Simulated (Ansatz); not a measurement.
# Ruthenium, simple cubic under PBEsol: structure, energy and stiffness, part 2 of 2

The plan for ruthenium in the simple cubic structure: relax it, solve it on a dense k-mesh, then scale the cell to 7 volumes from 88 to 112 % of the relaxed one and try a fit of the equation of state. Spin polarisation is left out. The k-meshes are 13×13×13 for the relaxation; 21×21×21 for the dense run; 14×14×14 for the volumes.

Ansatz 0.2.0; DFT, PBEsol, plane waves (420 eV) with PAW, scalar-relativistic.

### 5 At 92 % of the relaxed volume

This is Ru in the simple cubic structure; at room conditions it is hcp.

Input file input.yaml:

```yaml
crystal:
  lattice:
    - [2.4129867211, 0.0, 0.0]
    - [0.0, 2.4129867211, 0.0]
    - [0.0, 0.0, 2.4129867211]
  atoms:
    - { symbol: Ru, position: [0.0, 0.0, 0.0] }
hamiltonian:
  xc: pbesol
  pseudopotentials:
    kind: paw
    azcp:
      Ru: "pseudopotentials/Ru.paw.azcp"
basis:
  ecutwfc: 420
  fft_grid_basis: typed
kpoints:
  mp_grid: { grid: [14, 14, 14], shift: [0, 0, 0] }
magnetization:
  spin_polarized: false
scf:
  occupations: { method: fermi_dirac, width: 0.1 }
  lower_state_search: "off"
output:
  stress: true
```

The log of the run, shortened:

```text
Warning: <dir> the record states the generating functional pbe (its physics header spells it `PBE`), which answers neither for hamiltonian.xc's functional nor for the pbesol family's — results may be inconsistent (PPs are generated against a specific XC)
Warning: RAYON_NUM_THREADS=2 ignored (pool sized by the plan → 2); use --threads N
[...]
Pseudopotentials: kind: paw
Pseudopotential: Ru, paw, valence charge 16, recommended cutoff 420 eV (normal), <dir>
Functional definition: PBEsol
[...]
Crystal: 1 atoms, lattice volume = 14.050 Å³
Basis set: ecut = 420 eV, 257 PW (Γ)
Bands: 12, of which v1, the nominal top of the filled ones, is band 8 counted from 1 (7 counted from 0)
Symmetry: 48 space group operations
Space group: Pm-3m (ITA 221), of the structure as read, at distance tolerance 2.4e-5 Å
k-points: 120 of 2744
[...]
SCF iter   1: F=—  HF=-5815.216701 eV  |F-HF|=—  |Δ(HF+E_count)|=         —  Δρ=1.56e-2  dr2=2.08e-2  ethr=1.77e-3  ⟨swp⟩=5.0  Hψ=8027  notcnv=0
[...]
SCF iter   6: F=-5815.209362 eV  HF=-5815.209362 eV  |F-HF|=5.11e-10  |Δ(HF+E_count)|=   1.31e-8  Δρ=3.30e-6  dr2=6.93e-10  ethr=2.21e-10  ⟨swp⟩=2.0  Hψ=4887  notcnv=0
[...]
SCF converged after 6 iterations
Free energy (F): -5815.209362 eV
[...]
E sigma→0 (E₀):  -5815.187177 eV
Entropy (-TS):   -0.044370 eV (-44.370 meV/atom)
Fermi energy:    22.703669 eV
[...]
--- Stress (GPa, compression-positive) ---
       25.152569       0.000000      -0.000000
       -0.000000      25.152569       0.000000
       -0.000000       0.000000      25.152569
  P = ⅓ Tr σ = 25.1526 GPa (251.526 kbar)
```

It took 0.97 s on 2 threads of Arm Neoverse V1, shared host; peak memory 0.27 GiB.

### 6 At 96 % of the relaxed volume

input.yaml, as its differences from that of step 5:

```diff
@@ -2,5 +2,5 @@
   lattice:
-    - [2.4129867211, 0.0, 0.0]
-    - [0.0, 2.4129867211, 0.0]
-    - [0.0, 0.0, 2.4129867211]
+    - [2.4474626179, 0.0, 0.0]
+    - [0.0, 2.4474626179, 0.0]
+    - [0.0, 0.0, 2.4474626179]
   atoms:
```

The log of the run, shortened:

```text
Warning: <dir> the record states the generating functional pbe (its physics header spells it `PBE`), which answers neither for hamiltonian.xc's functional nor for the pbesol family's — results may be inconsistent (PPs are generated against a specific XC)
Warning: RAYON_NUM_THREADS=2 ignored (pool sized by the plan → 2); use --threads N
[...]
Pseudopotentials: kind: paw
Pseudopotential: Ru, paw, valence charge 16, recommended cutoff 420 eV (normal), <dir>
Functional definition: PBEsol
[...]
Crystal: 1 atoms, lattice volume = 14.660 Å³
Basis set: ecut = 420 eV, 257 PW (Γ)
Bands: 12, of which v1, the nominal top of the filled ones, is band 8 counted from 1 (7 counted from 0)
Symmetry: 48 space group operations
Space group: Pm-3m (ITA 221), of the structure as read, at distance tolerance 2.4e-5 Å
k-points: 120 of 2744
[...]
SCF iter   1: F=—  HF=-5815.283623 eV  |F-HF|=—  |Δ(HF+E_count)|=         —  Δρ=1.40e-2  dr2=1.70e-2  ethr=1.77e-3  ⟨swp⟩=5.0  Hψ=8055  notcnv=0
[...]
SCF iter   6: F=-5815.277790 eV  HF=-5815.277790 eV  |F-HF|=5.62e-10  |Δ(HF+E_count)|=   7.89e-9  Δρ=3.40e-6  dr2=8.04e-10  ethr=1.80e-10  ⟨swp⟩=2.0  Hψ=4564  notcnv=0
[...]
SCF converged after 6 iterations
Free energy (F): -5815.277790 eV
[...]
E sigma→0 (E₀):  -5815.254131 eV
Entropy (-TS):   -0.047319 eV (-47.319 meV/atom)
Fermi energy:    21.521294 eV
[...]
--- Stress (GPa, compression-positive) ---
       11.268749       0.000000       0.000000
        0.000000      11.268749       0.000000
       -0.000000       0.000000      11.268749
  P = ⅓ Tr σ = 11.2687 GPa (112.687 kbar)
```

Run time: 0.96 s. Hardware: 2 threads of Arm Neoverse V1, shared host; peak memory 0.27 GiB.

### 7 At 100 % of the relaxed volume

input.yaml, as its differences from that of step 6:

```diff
@@ -2,5 +2,5 @@
   lattice:
-    - [2.4474626179, 0.0, 0.0]
-    - [0.0, 2.4474626179, 0.0]
-    - [0.0, 0.0, 2.4474626179]
+    - [2.4809936697, 0.0, 0.0]
+    - [0.0, 2.4809936697, 0.0]
+    - [0.0, 0.0, 2.4809936697]
   atoms:
@@ -25 +25,5 @@
   stress: true
+  write_density: true
+  write_potential: true
+  elf: true
+  volumetric_format: npy
```

The log of the run, shortened:

```text
Warning: <dir> the record states the generating functional pbe (its physics header spells it `PBE`), which answers neither for hamiltonian.xc's functional nor for the pbesol family's — results may be inconsistent (PPs are generated against a specific XC)
Warning: RAYON_NUM_THREADS=2 ignored (pool sized by the plan → 2); use --threads N
[...]
Pseudopotentials: kind: paw
Pseudopotential: Ru, paw, valence charge 16, recommended cutoff 420 eV (normal), <dir>
Functional definition: PBEsol
[...]
Crystal: 1 atoms, lattice volume = 15.271 Å³
Basis set: ecut = 420 eV, 305 PW (Γ)
Bands: 12, of which v1, the nominal top of the filled ones, is band 8 counted from 1 (7 counted from 0)
Symmetry: 48 space group operations
Space group: Pm-3m (ITA 221), of the structure as read, at distance tolerance 2.5e-5 Å
k-points: 120 of 2744
[...]
SCF iter   1: F=—  HF=-5815.303418 eV  |F-HF|=—  |Δ(HF+E_count)|=         —  Δρ=1.25e-2  dr2=1.38e-2  ethr=1.77e-3  ⟨swp⟩=5.0  Hψ=8085  notcnv=0
[...]
SCF iter   6: F=-5815.298853 eV  HF=-5815.298853 eV  |F-HF|=1.03e-10  |Δ(HF+E_count)|=   4.70e-9  Δρ=2.49e-6  dr2=2.72e-10  ethr=1.60e-10  ⟨swp⟩=5.0  Hψ=7744  notcnv=0
[...]
SCF converged after 6 iterations
Free energy (F): -5815.298853 eV
[...]
E sigma→0 (E₀):  -5815.273738 eV
Entropy (-TS):   -0.050230 eV (-50.230 meV/atom)
Fermi energy:    20.431686 eV
[...]
--- Stress (GPa, compression-positive) ---
        0.199505       0.000000      -0.000000
        0.000000       0.199505       0.000000
        0.000000       0.000000       0.199505
  P = ⅓ Tr σ = 0.1995 GPa (1.995 kbar)
--- Band table (eV; the first three rows and the last of 120) ---
  k-point 0: bands = ["-52.5301", "-21.9056", "-21.9056", "-21.9056", "13.0314", "14.8350", "14.8350", "22.1669", "22.1669", "22.1669", "37.1661", "37.1661"]
[...]
```

Wall time 1.3 s (2 threads of Arm Neoverse V1, shared host); peak memory 0.27 GiB.

### 8 At 104 % of the relaxed volume

input.yaml, as its differences from that of step 7:

```diff
@@ -2,5 +2,5 @@
   lattice:
-    - [2.4809936697, 0.0, 0.0]
-    - [0.0, 2.4809936697, 0.0]
-    - [0.0, 0.0, 2.4809936697]
+    - [2.5136420673, 0.0, 0.0]
+    - [0.0, 2.5136420673, 0.0]
+    - [0.0, 0.0, 2.5136420673]
   atoms:
@@ -25,5 +25 @@
   stress: true
-  write_density: true
-  write_potential: true
-  elf: true
-  volumetric_format: npy
```

The log of the run, shortened:

```text
Warning: <dir> the record states the generating functional pbe (its physics header spells it `PBE`), which answers neither for hamiltonian.xc's functional nor for the pbesol family's — results may be inconsistent (PPs are generated against a specific XC)
Warning: RAYON_NUM_THREADS=2 ignored (pool sized by the plan → 2); use --threads N
[...]
Pseudopotentials: kind: paw
Pseudopotential: Ru, paw, valence charge 16, recommended cutoff 420 eV (normal), <dir>
Functional definition: PBEsol
[...]
Crystal: 1 atoms, lattice volume = 15.882 Å³
Basis set: ecut = 420 eV, 305 PW (Γ)
Bands: 12, of which v1, the nominal top of the filled ones, is band 8 counted from 1 (7 counted from 0)
Symmetry: 48 space group operations
Space group: Pm-3m (ITA 221), of the structure as read, at distance tolerance 2.5e-5 Å
k-points: 120 of 2744
[...]
SCF iter   1: F=—  HF=-5815.285797 eV  |F-HF|=—  |Δ(HF+E_count)|=         —  Δρ=1.12e-2  dr2=1.14e-2  ethr=1.77e-3  ⟨swp⟩=5.1  Hψ=8105  notcnv=0
[...]
SCF iter   6: F=-5815.282165 eV  HF=-5815.282165 eV  |F-HF|=1.27e-11  |Δ(HF+E_count)|=   1.15e-9  Δρ=1.10e-6  dr2=8.59e-11  ethr=7.81e-11  ⟨swp⟩=1.9  Hψ=4571  notcnv=0
[...]
SCF converged after 6 iterations
Free energy (F): -5815.282165 eV
[...]
E sigma→0 (E₀):  -5815.255601 eV
Entropy (-TS):   -0.053128 eV (-53.128 meV/atom)
Fermi energy:    19.424595 eV
[...]
--- Stress (GPa, compression-positive) ---
       -8.617071       0.000000       0.000000
        0.000000      -8.617071       0.000000
        0.000000      -0.000000      -8.617071
  P = ⅓ Tr σ = -8.6171 GPa (-86.171 kbar)
```

It took 0.98 s on 2 threads of Arm Neoverse V1, shared host; peak memory 0.27 GiB.

### 9 At 108 % of the relaxed volume

input.yaml, as its differences from that of step 8:

```diff
@@ -2,5 +2,5 @@
   lattice:
-    - [2.5136420673, 0.0, 0.0]
-    - [0.0, 2.5136420673, 0.0]
-    - [0.0, 0.0, 2.5136420673]
+    - [2.5454636995, 0.0, 0.0]
+    - [0.0, 2.5454636995, 0.0]
+    - [0.0, 0.0, 2.5454636995]
   atoms:
```

The log of the run, shortened:

```text
Warning: <dir> the record states the generating functional pbe (its physics header spells it `PBE`), which answers neither for hamiltonian.xc's functional nor for the pbesol family's — results may be inconsistent (PPs are generated against a specific XC)
Warning: RAYON_NUM_THREADS=2 ignored (pool sized by the plan → 2); use --threads N
[...]
Pseudopotentials: kind: paw
Pseudopotential: Ru, paw, valence charge 16, recommended cutoff 420 eV (normal), <dir>
Functional definition: PBEsol
[...]
Crystal: 1 atoms, lattice volume = 16.493 Å³
Basis set: ecut = 420 eV, 341 PW (Γ)
Bands: 12, of which v1, the nominal top of the filled ones, is band 8 counted from 1 (7 counted from 0)
Symmetry: 48 space group operations
Space group: Pm-3m (ITA 221), of the structure as read, at distance tolerance 2.5e-5 Å
k-points: 120 of 2744
[...]
SCF iter   1: F=—  HF=-5815.238310 eV  |F-HF|=—  |Δ(HF+E_count)|=         —  Δρ=1.01e-2  dr2=9.66e-3  ethr=1.77e-3  ⟨swp⟩=5.0  Hψ=8146  notcnv=0
[...]
SCF iter   6: F=-5815.235443 eV  HF=-5815.235443 eV  |F-HF|=1.73e-11  |Δ(HF+E_count)|=  1.66e-10  Δρ=8.54e-7  dr2=7.75e-11  ethr=4.21e-11  ⟨swp⟩=1.7  Hψ=4521  notcnv=0
[...]
SCF converged after 6 iterations
Free energy (F): -5815.235443 eV
[...]
E sigma→0 (E₀):  -5815.207422 eV
Entropy (-TS):   -0.056042 eV (-56.042 meV/atom)
Fermi energy:    18.491306 eV
[...]
--- Stress (GPa, compression-positive) ---
      -15.622344      -0.000000      -0.000000
        0.000000     -15.622344      -0.000000
        0.000000       0.000000     -15.622344
  P = ⅓ Tr σ = -15.6223 GPa (-156.223 kbar)
```

Run time: 0.99 s. Hardware: 2 threads of Arm Neoverse V1, shared host; peak memory 0.27 GiB.

### 10 At 112 % of the relaxed volume

input.yaml, as its differences from that of step 9:

```diff
@@ -2,5 +2,5 @@
   lattice:
-    - [2.5454636995, 0.0, 0.0]
-    - [0.0, 2.5454636995, 0.0]
-    - [0.0, 0.0, 2.5454636995]
+    - [2.5765089994, 0.0, 0.0]
+    - [0.0, 2.5765089994, 0.0]
+    - [0.0, 0.0, 2.5765089994]
   atoms:
```

The log of the run, shortened:

```text
Warning: <dir> the record states the generating functional pbe (its physics header spells it `PBE`), which answers neither for hamiltonian.xc's functional nor for the pbesol family's — results may be inconsistent (PPs are generated against a specific XC)
Warning: RAYON_NUM_THREADS=2 ignored (pool sized by the plan → 2); use --threads N
[...]
Pseudopotentials: kind: paw
Pseudopotential: Ru, paw, valence charge 16, recommended cutoff 420 eV (normal), <dir>
Functional definition: PBEsol
[...]
Crystal: 1 atoms, lattice volume = 17.104 Å³
Basis set: ecut = 420 eV, 341 PW (Γ)
Bands: 12, of which v1, the nominal top of the filled ones, is band 8 counted from 1 (7 counted from 0)
Symmetry: 48 space group operations
Space group: Pm-3m (ITA 221), of the structure as read, at distance tolerance 2.6e-5 Å
k-points: 120 of 2744
[...]
SCF iter   1: F=—  HF=-5815.167295 eV  |F-HF|=—  |Δ(HF+E_count)|=         —  Δρ=9.20e-3  dr2=8.28e-3  ethr=1.77e-3  ⟨swp⟩=5.1  Hψ=8098  notcnv=0
[...]
SCF iter   6: F=-5815.164902 eV  HF=-5815.164902 eV  |F-HF|=2.00e-11  |Δ(HF+E_count)|=  5.55e-10  Δρ=7.24e-7  dr2=6.32e-11  ethr=2.48e-11  ⟨swp⟩=1.6  Hψ=4523  notcnv=0
[...]
SCF converged after 6 iterations
Free energy (F): -5815.164902 eV
[...]
E sigma→0 (E₀):  -5815.135405 eV
Entropy (-TS):   -0.058995 eV (-58.995 meV/atom)
Fermi energy:    17.624290 eV
[...]
--- Stress (GPa, compression-positive) ---
      -21.161491       0.000000       0.000000
        0.000000     -21.161491       0.000000
        0.000000      -0.000000     -21.161491
  P = ⅓ Tr σ = -21.1615 GPa (-211.615 kbar)
```

Run time: 0.99 s. Hardware: 2 threads of Arm Neoverse V1, shared host; peak memory 0.27 GiB.

### 11 Fitting the volumes

The cell was scaled evenly, with its shape and the fractional positions fixed.

```tsv
V (Å³/atom)	E − E₀ (meV/atom)	P from the stress (GPa)	P from the fit (GPa)
13.439	212.9	42.58	42.24
14.050	86.5	25.15	24.75
14.660	19.6	11.27	10.87
15.271	0.0	0.20	-0.18
15.882	18.1	-8.62	-8.98
16.493	66.3	-15.62	-16.00
17.104	138.3	-21.16	-21.60
```

A third-order Birch-Murnaghan fit gives V₀ = 15.260 Å³/atom, B₀ = 247 GPa and B₀′ = 4.7; it misses no point by more than 0.05 meV/atom.

Fit and stress differ a little: one follows E(σ → 0), the other the smeared free energy.

### 12 What came out

This closing draws on all 2 parts.

| quantity | value |
| --- | --- |
| space group (spins left aside) | Pm-3m (No. 221) |
| conventional cell | a = 2.481 Å |
| volume | 15.271 Å³/atom |
| shortest distance | 2.481 Å |
| gap on the mesh | none (levels filled in part) |
| relative to hcp | +1229 meV/atom |
| V₀, B₀, B₀′ | 15.260 Å³/atom, 247 GPa, 4.7 |

In words: The relaxation enlarged the cell by 4.3 % in volume. Against the reference form of ruthenium (hcp, computed apart with the same settings) it stands 1229 meV/atom higher, so it is far from stable. No gap shows: it is a metal or semimetal at this level. The fitted modulus is 247 GPa. The symmetry was held, so the structure may be unstable against distortions that break it.
